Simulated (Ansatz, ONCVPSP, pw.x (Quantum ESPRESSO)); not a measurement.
## What a changed setting does to a pw.x run (bcc Os)

Potential: optimised norm-conserving Vanderbilt (ONCV), ONCVPSP 4.0.1.1 (patched build), PBE; core [Kr] 4d10 4f14, reference 5s2 5p6 5d6 6s2; waves: 5s+6s: rc 1.50 bohr, ncon 3, nbas 7, qcut 7.7 1/bohr, 2 projectors; 5p: rc 1.60 bohr, ncon 4, nbas 8, qcut 6.8 1/bohr, 2 projectors, debl 0.7 Ha; 5d: rc 2.45 bohr, ncon 4, nbas 9, qcut 5.7 1/bohr, 1 projector; local part: polynomial inside 1.40 bohr (lpopt 5, dvloc0 6 Ha); core correction: Teter function, fcfact 1.7, rcfact 1.35. In the p channel the program set the typed energies aside and used -1.868, 0.250 Ha.

The reference run (k-mesh 15³, cutoffs 65/260 Ry, Fermi–Dirac 0.01 Ry, mixing_beta 0.4, conv_thr 1e-9, no spin) gives -1.02 GPa at 14.794 Å³/atom, where all-electron LAPW gives -0.02 GPa. This run, with its own iteration cap, changes k-mesh points per axis to 8.

```
&control
  calculation='scf', prefix='x', pseudo_dir='./', outdir='./tmp', tstress=.true., disk_io='none'
/
&system
  ibrav=0, nat=1, ntyp=1, ecutwfc=65, ecutrho=260, nbnd=16,
  occupations='smearing', smearing='fd', degauss=0.01
/
&electrons
  conv_thr=1e-09, mixing_beta=0.4, electron_maxstep=60
/
ATOMIC_SPECIES
Os 1.0 Os.UPF
CELL_PARAMETERS angstrom
  -1.54647133 1.54647133 1.54647133
  1.54647133 -1.54647133 1.54647133
  1.54647133 1.54647133 -1.54647133
ATOMIC_POSITIONS crystal
Os 0.0000 0.0000 0.0000
K_POINTS automatic
8 8 8 0 0 0
```

```bash
pw.x < Os.scf.in > Os.scf.out
```

Q: How does the run end?

A: It converges in 7 iterations; the free energy moves by -8.1 meV/atom and the pressure by +0.01 GPa.

```
Message from routine setup:
     using ibrav=0 with symmetry is DISCOURAGED, use correct ibrav instead
     lattice parameter (alat)  =       5.0618  a.u.
     unit-cell volume          =      99.8349 (a.u.)^3
     number of electrons       =        16.00
     number of Kohn-Sham states=           16
     kinetic-energy cutoff     =      65.0000  Ry
     charge density cutoff     =     260.0000  Ry
     scf convergence threshold =      1.0E-09
     Exchange-correlation= PBE
     number of k points=    29  Fermi-Dirac smearing, width (Ry)=  0.0100
     iteration #  1     ecut=    65.00 Ry     beta= 0.40
     total energy              =    -187.50595210 Ry
     estimated scf accuracy    <       0.02238533 Ry
     iteration #  2     ecut=    65.00 Ry     beta= 0.40
     total energy              =    -187.50729564 Ry
     estimated scf accuracy    <       0.00240202 Ry
     iteration #  3     ecut=    65.00 Ry     beta= 0.40
     total energy              =    -187.50760033 Ry
     estimated scf accuracy    <       0.00018670 Ry
     iteration #  4     ecut=    65.00 Ry     beta= 0.40
     total energy              =    -187.50760735 Ry
     estimated scf accuracy    <       0.00000243 Ry
     iteration #  5     ecut=    65.00 Ry     beta= 0.40
     total energy              =    -187.50760787 Ry
     estimated scf accuracy    <       0.00000015 Ry
     iteration #  6     ecut=    65.00 Ry     beta= 0.40
     total energy              =    -187.50760789 Ry
     estimated scf accuracy    <          3.3E-09 Ry
     iteration #  7     ecut=    65.00 Ry     beta= 0.40
     the Fermi energy is    24.9700 ev
!    total energy              =    -187.50760789 Ry
     estimated scf accuracy    <          4.2E-10 Ry
     smearing contrib. (-TS)   =      -0.00669842 Ry
     The total energy is F=E-TS. E is the sum of the following terms:
     one-electron contribution =     -26.95930905 Ry
     hartree contribution      =      23.46072429 Ry
     xc contribution           =     -24.60569105 Ry
     ewald contribution        =    -159.39663366 Ry
     convergence has been achieved in   7 iterations
          total   stress  (Ry/bohr**3)                   (kbar)     P=      -10.02
     Message from routine punch:
     Nothing written, as per user request (disk_io='none')
```

The run took about 2.7 s on one core of a shared host (Neoverse-V2, 96 threads, 742 GiB, load 66).
